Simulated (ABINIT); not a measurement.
# GaAs (F-43m) in ABINIT: reference runs, part 2 of 2

ABINIT 10.8.3 (patched build).

## Step 3: Single point, PBE

File run.py:

```python
import json, os
import numpy as np
from ase.units import GPa
from ase.calculators.abinit import Abinit, AbinitProfile
from ase import Atoms

atoms = Atoms(['As', 'Ga'],
              cell=[[0.0, 2.82685, 2.82685], [2.82685, 0.0, 2.82685], [2.82685, 2.82685, 0.0]],
              scaled_positions=[[0.75, 0.75, 0.75], [0.0, 0.0, 0.0]],
              pbc=True)

profile = AbinitProfile(command='abinit', pp_paths=[os.path.abspath('pseudos')])
params = dict(
    pps='pawxml', xc='PBE',
    ecut=462.5936,
    pawecutdg=925.1871,
    kptopt=1,
    ngkpt=[8, 8, 8],
    nshiftk=1,
    shiftk=[0.0, 0.0, 0.0],
    ixc=11,
    nband=18,
    occopt=3,
    tsmear=0.05,
    nstep=100,
    tolvrs=1e-09,
    prtwf=0,
    prtden=0,
)

atoms.calc = Abinit(profile=profile, directory='run', **params)
energy = atoms.get_potential_energy()
forces = atoms.get_forces()
stress = atoms.get_stress()
print(f'energy {energy:.6f} eV')
print('forces (eV/A)')
print(np.round(forces, 5))
print('stress (GPa, Voigt, tension positive)', np.round(stress / GPa, 4))
json.dump(dict(energy=energy, forces=forces.tolist(), stress=stress.tolist(), cell=atoms.cell.tolist(), frac=atoms.get_scaled_positions(wrap=False).tolist()), open('results.json', 'w'))
```

Potentials or basis: JTH PAW PBE v2.0.

The run is started by

```
> python run.py
```

The log of the run:

```text
energy -5251.025816 eV
forces (eV/A)
[[ 0.  0. -0.]
 [-0. -0.  0.]]
stress (GPa, Voigt, tension positive) [-3.2136 -3.2136 -3.2136  0.      0.      0.    ]
```

abinit.in:

```text
ecut 462.5936 eV
ixc 11
kptopt 1
natom 2
nband 18
ngkpt
8 8 8
nshiftk 1
nsppol 1
nstep 100
occopt 3
pawecutdg 925.1871 eV
prtden 0
prtwf 0
shiftk
0.0 0.0 0.0
tolvrs 1e-09
tsmear 0.05 eV
#Definition of the unit cell
acell
1.00000000000000 1.00000000000000 1.00000000000000 Angstrom
rprim
0.00000000000000 2.82685000000000 2.82685000000000
2.82685000000000 0.00000000000000 2.82685000000000
2.82685000000000 2.82685000000000 0.00000000000000
chkprim 0 # Allow non-primitive cells
#Definition of the atom types
ntypat 2
znucl 31 33
#Enumerate different atomic species
typat
 2 1
pseudos "./pseudos/Ga.GGA_PBE-JTH.xml,
./pseudos/As.GGA_PBE-JTH.xml"
#Definition of the atoms
xcart
8.01295844823318 8.01295844823318 8.01295844823318
0.00000000000000 0.00000000000000 0.00000000000000
chkexit 1 # abinit.exit file in the running directory terminates after the current SCF
```

abinit.abo:

```text
.Version 10.8.3 of ABINIT
 Symmetries : space group F-4 3 m (#216); Bravais cF (face-center cubic)
================================================================================
 Values of the parameters that define the memory need of the present run
     intxc =       0    ionmov =       0      iscf =      17    lmnmax =      18
     lnmax =       6     mgfft =      30  mpssoang =       3    mqgrid =    3001
     natom =       2  nloc_mem =       2    nspden =       1   nspinor =       1
    nsppol =       1      nsym =      24    n1xccc =       1    ntypat =       2
    occopt =       3   xclevel =       2
       mpw =        1036          nfft =       27000          nkpt =          29
 PAW method is used; the additional fine FFT grid is defined by:
   mgfftf=        40    nfftf =     64000
================================================================================
================================================================================

--------------------------------------------------------------------------------
------------- Echo of variables that govern the present computation ------------
--------------------------------------------------------------------------------
 -outvars: echo values of preprocessed input variables --------
            acell      1.8897261259E+00  1.8897261259E+00  1.8897261259E+00 Bohr
              amu      6.97230000E+01  7.49215900E+01
          chkexit           1
          chkprim           0
             ecut      1.70000012E+01 Hartree
              ixc          11
         kptrlatt        8    0    0      0    8    0      0    0    8
          kptrlen      6.04375174E+01
[... 211 lines left out ...]
internal            : -1.92971637154642E+02
'-kT*entropy'       : -9.76411279775003E-07
total_energy_dc     : -1.92971638131053E+02
total_energy_dc_eV  : -5.25102577970377E+03
...

--- !EnergyTermsWithPAWCore
iteration_state     : {dtset: 1, }
comment             : 'Components of total free energy, including PAW core contributions'
Total energy        : -4.20504611706912E+03
Total energy DC     : -4.20504611572025E+03
Total energy (eV)   : -1.14425134073730E+05
Total energy DC (eV): -1.14425134037026E+05
...

 Cartesian components of stress tensor (hartree/bohr^3)
  sigma(1 1)= -1.09227624E-04  sigma(3 2)=  0.00000000E+00
  sigma(2 2)= -1.09227624E-04  sigma(3 1)=  0.00000000E+00
  sigma(3 3)= -1.09227624E-04  sigma(2 1)=  0.00000000E+00

-Cartesian components of stress tensor (GPa)         [Pressure=  3.2136E+00 GPa]
- sigma(1 1)= -3.21358766E+00  sigma(3 2)=  0.00000000E+00
- sigma(2 2)= -3.21358766E+00  sigma(3 1)=  0.00000000E+00
- sigma(3 3)= -3.21358766E+00  sigma(2 1)=  0.00000000E+00

== END DATASET(S) ==============================================================
================================================================================

 -outvars: echo values of variables after computation  --------
            acell      1.8897261259E+00  1.8897261259E+00  1.8897261259E+00 Bohr
           etotal     -1.9297163813E+02
            fcart      1.5751703400E-30  1.5751703400E-30 -4.7255110199E-30
                      -1.5751703400E-30 -1.5751703400E-30  4.7255110199E-30
            rprim      0.0000000000E+00  2.8268500000E+00  2.8268500000E+00
                       2.8268500000E+00  0.0000000000E+00  2.8268500000E+00
                       2.8268500000E+00  2.8268500000E+00  0.0000000000E+00
           strten     -1.0922762448E-04 -1.0922762448E-04 -1.0922762448E-04
                       0.0000000000E+00  0.0000000000E+00  0.0000000000E+00
           xangst      4.2402749998E+00  4.2402749998E+00  4.2402749998E+00
                      -1.5898678740E-10 -1.5898678740E-10 -1.5898678740E-10
             xred      7.4999999997E-01  7.4999999997E-01  7.4999999997E-01
                      -2.8120838991E-11 -2.8120838991E-11 -2.8120838991E-11
 Calculation completed.
```

Run time: 23 s. Hardware: 1 thread of Arm Neoverse V1, shared host; peak memory 0.1 GiB.

What came out:

- Free energy: -5251.0258 eV
- Pressure: 3.2 GPa
- Band gap on the k mesh: 0.51 eV, direct
- Valence electrons inside the program's atomic spheres: As 12.73; Ga 11.08

## Step 4: Single point, PBE (atoms moved at random, drawn with an rms of 0.05 Å)

File run.abi:

```
# Pseudopotentials
pp_dirpath "./"
pseudos "As.GGA_PBE-JTH.xml, Ga.GGA_PBE-JTH.xml"

# Structure
acell 3*1.0 Angstrom
rprim
     0.0000000000     2.8268500000     2.8268500000
     2.8268500000     0.0000000000     2.8268500000
     2.8268500000     2.8268500000     0.0000000000
ntypat 2
znucl 33 31
natom 2
typat 1 2
xcart
     8.0087062332     8.1055134551     8.0006078032
    -0.0599422711    -0.0582542079     0.1013692663
chkprim 0
chksymtnons 0
tolsym 1.0e-6

# Plane-wave basis
ecut 17.0
pawecutdg 34.0

# k points
kptopt 1
ngkpt 8 8 8
nshiftk 1
shiftk 0.0 0.0 0.0

# Exchange and correlation
ixc 11

# Bands and occupations
nband 18
occopt 3
tsmear 0.05 eV

# SCF cycle
nstep 100
tolvrs 1.0e-9

# Output
iomode 3
prtwf 0
prtden 0
prteig 0
prtebands 0
enunit 2
```

Potentials or basis: JTH PAW PBE v2.0.

The run is started by

```
> abinit run.abi > log 2>&1
```

run.abo:

```text
.Version 10.8.3 of ABINIT
 Symmetries : space group P1 (#  1); Bravais aP (primitive triclinic)
================================================================================
 Values of the parameters that define the memory need of the present run
     intxc =       0    ionmov =       0      iscf =      17    lmnmax =      18
     lnmax =       6     mgfft =      30  mpssoang =       3    mqgrid =    3001
     natom =       2  nloc_mem =       2    nspden =       1   nspinor =       1
    nsppol =       1      nsym =       1    n1xccc =       1    ntypat =       2
    occopt =       3   xclevel =       2
       mpw =        1036          nfft =       27000          nkpt =         260
 PAW method is used; the additional fine FFT grid is defined by:
   mgfftf=        40    nfftf =     64000
================================================================================
================================================================================

--------------------------------------------------------------------------------
[... 260 lines left out ...]
- sigma(2 2)= -3.42751773E+00  sigma(3 1)= -2.12621976E+00
- sigma(3 3)= -3.53983539E+00  sigma(2 1)=  1.53211968E+00

== END DATASET(S) ==============================================================
================================================================================

 -outvars: echo values of variables after computation  --------
            acell      1.8897261259E+00  1.8897261259E+00  1.8897261259E+00 Bohr
           etotal     -1.9296987789E+02
            fcart     -2.9975645853E-03 -1.3876366984E-02  9.9689332669E-03
                       2.9975645853E-03  1.3876366984E-02 -9.9689332669E-03
            rprim      0.0000000000E+00  2.8268500000E+00  2.8268500000E+00
                       2.8268500000E+00  0.0000000000E+00  2.8268500000E+00
                       2.8268500000E+00  2.8268500000E+00  0.0000000000E+00
           strten     -1.2395875897E-04 -1.1649895966E-04 -1.2031655930E-04
                      -1.6117582348E-05 -7.2268740681E-05  5.2075689515E-05
           xangst      4.2380248246E+00  4.2892530002E+00  4.2337393200E+00
                      -3.1720083814E-02 -3.0826799239E-02  5.3642305576E-02
             xred      7.5790499949E-01  7.3978299951E-01  7.5942099949E-01
                       9.6459999913E-03  9.3300000000E-03 -2.0550999987E-02
 Calculation completed.
```

It took 3 min on 1 thread of Arm Neoverse V1, shared host; peak memory 0.23 GiB.

What came out:

* Free energy: -5250.9779 eV
* Pressure: 3.5 GPa
* Largest force: 0.892 eV/Å
* Band gap on the k mesh: 0.19 eV, direct
* Valence electrons inside the program's atomic spheres: As 12.71; Ga 11.06

Forces in eV/Å, atoms in the order of the input:
```
As  -0.154 -0.714  0.513
Ga   0.154  0.714 -0.513
```

Levels at points of the mesh, in eV from the valence-band top:
| k point | band 12 | band 13 | band 14 | band 15 | band 16 | band 17 |
| --- | --- | --- | --- | --- | --- | --- |
| (0.00, 0.00, 0.00) | -0.59 | -0.39 | 0.00 | 0.19 | 3.23 | 3.46 |
| (0.50, 0.00, 0.00) | -6.97 | -1.72 | -1.18 | 0.69 | 3.95 | 4.72 |
| (0.00, 0.50, 0.00) | -7.19 | -1.64 | -1.22 | 0.83 | 4.10 | 4.71 |
| (0.50, 0.50, 0.00) | -7.13 | -3.07 | -2.90 | 1.05 | 1.41 | 9.75 |
| (0.00, 0.00, 0.50) | -6.59 | -1.60 | -1.40 | 0.46 | 4.06 | 4.34 |
| (0.50, 0.00, 0.50) | -7.12 | -3.10 | -2.88 | 1.01 | 1.46 | 9.71 |
| (0.00, 0.50, 0.50) | -7.15 | -3.03 | -2.92 | 1.11 | 1.35 | 9.83 |
| (0.50, 0.50, 0.50) | -7.06 | -1.70 | -1.18 | 0.74 | 3.99 | 4.73 |

A k mesh can miss the band edges.

## Step 5: How close it comes

Step 2. Measured gap of GaAs: 1.418 eV (direct; 300 K; “Evidence of valence band perturbations in GaAsN/GaAs(001): A combined variable-angle spectroscopic ellipsometry and modulated photoreflectance investigation”, 2008, arxiv:0805.2212). This calculation gives 0.51 eV (-0.91 eV). 3 values of this kind are on record (1.412 to 1.51 eV); this one was drawn at random among those near their median, those with a stated uncertainty first. Spin-orbit coupling on As, Ga is left out. The value is that of PBE on a finite k mesh, which can miss the band edges, without temperature or zero-point motion. Semilocal functionals fall short of measured gaps as a rule.

Step 3. Against the measured gap of GaAs, 1.418 eV (direct; 300 K; “Evidence of valence band perturbations in GaAsN/GaAs(001): A combined variable-angle spectroscopic ellipsometry and modulated photoreflectance investigation”, 2008, arxiv:0805.2212), the calculated 0.51 eV is off by -0.91 eV. 3 values of this kind are on record (1.412 to 1.51 eV); this one was drawn at random among those near their median, those with a stated uncertainty first. Spin-orbit coupling on As, Ga is left out. The value is that of PBE on a finite k mesh, which can miss the band edges, without temperature or zero-point motion. Semilocal functionals fall short of measured gaps as a rule.
